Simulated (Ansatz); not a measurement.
ZnCu: course of a relaxation

The calculation used Ansatz, DFT PBEsol, scalar-relativistic, plane waves, PAW. Settings: 420 eV cutoff, 14×14×14 k-mesh, Gaussian smearing of 0.10 eV, no spin polarisation.

What was changed: 2 of 4 Cu sites taken by Zn, cell and atoms relaxed.

Command:

```bash
ansatz run input.yaml --threads 1 --pin off --max-ram 2560MiB --backend cpu --events-out ev --progress --plain --runs-dir out
```

Input:

```yaml
crystal:
  lattice:
    - [0.0, 3.1264003459, -2.6412388336]
    - [-3.1264003459, 0.0, 2.6412388336]
    - [3.1264003459, 0.0, 2.6412388336]
  atoms:
    - { symbol: Cu, position: [0.0, 0.0, 0.0] }
    - { symbol: Cu, position: [0.5, 0.75, 0.25] }
    - { symbol: Zn, position: [0.0, 0.5, 0.5] }
    - { symbol: Zn, position: [0.5, 0.25, 0.75] }
basis:
  ecutwfc: 420
kpoints:
  mp_grid: { grid: [14, 14, 14] }
hamiltonian:
  xc: pbesol
scf:
  occupations: { method: gaussian, width: 0.1 }
output:
  forces: true
  stress: true
  eigenvalues: true
relax:
  adjacent_minimum: "off"
  f_tol: 0.015
  max_steps: 60
  cell: { stress_tol: 0.15 }
```

F is the free energy. Steps run on the plane waves of an earlier cell, but the last one, and at times one on the way, on a freshly chosen basis, so a repeated geometry can differ a little in energy.

Steps:

```
step F − F(1) (eV) largest force component (eV/Å) V (Å³/atom) P (GPa)
   1         0.0000                           0.000       12.908    -4.70
   2        -0.0480                           0.000       12.576    -1.94
   3        -0.0854                           0.000       12.235     1.18
   4        -0.0883                           0.000       12.333     0.02
   5        -0.0885                           0.000       12.332     0.01
   6        -0.0887                           0.000       12.329     0.01
   7        -0.0876                           0.000       12.329     0.09
   8        -0.0878                           0.000       12.335     0.01
   9        -0.0885                           0.000       12.331     0.05
  10        -0.0889                           0.000       12.314     0.22
  11        -0.0893                           0.000       12.336    -0.02
  12        -0.0890                           0.000       12.339    -0.05
  13        -0.0893                           0.000       12.335    -0.01
  14        -0.0894                           0.000       12.335     0.00
```

Relaxed structure:

```cif
data_structure
_symmetry_space_group_name_H-M 'P 1'
_symmetry_Int_Tables_number 1
_cell_length_a 4.1156
_cell_length_b 4.1156
_cell_length_c 4.1156
_cell_angle_alpha 90.108
_cell_angle_beta 119.938
_cell_angle_gamma 119.938
_cell_volume 49.34
loop_
_atom_site_label
_atom_site_type_symbol
_atom_site_fract_x
_atom_site_fract_y
_atom_site_fract_z
_atom_site_occupancy
Cu1 Cu 0.00000 0.00000 0.00000 1
Cu2 Cu 0.50000 0.75000 0.25000 1
Zn1 Zn 0.00000 0.50000 0.50000 1
Zn2 Zn 0.50000 0.25000 0.75000 1
```

It takes space group I4_1/amd (No. 141, tetragonal). The conventional cell has a = 4.120 Å, b = 4.120 Å, c = 5.815 Å, α = 90.00°, β = 90.00°, γ = 90.00°. Around Cu (site symmetry -4m2) lie 4 Cu at 2.52 Å and 4 Zn at 2.52 Å. Zn (site symmetry -4m2) has 4 Cu at 2.52 Å and 4 Zn at 2.52 Å as nearest neighbours.

The run converged. Time: 3 min on 1 thread of Intel(R) Xeon(R) 6975P-C (Granite Rapids) (shared host), peak memory 0.68 GiB.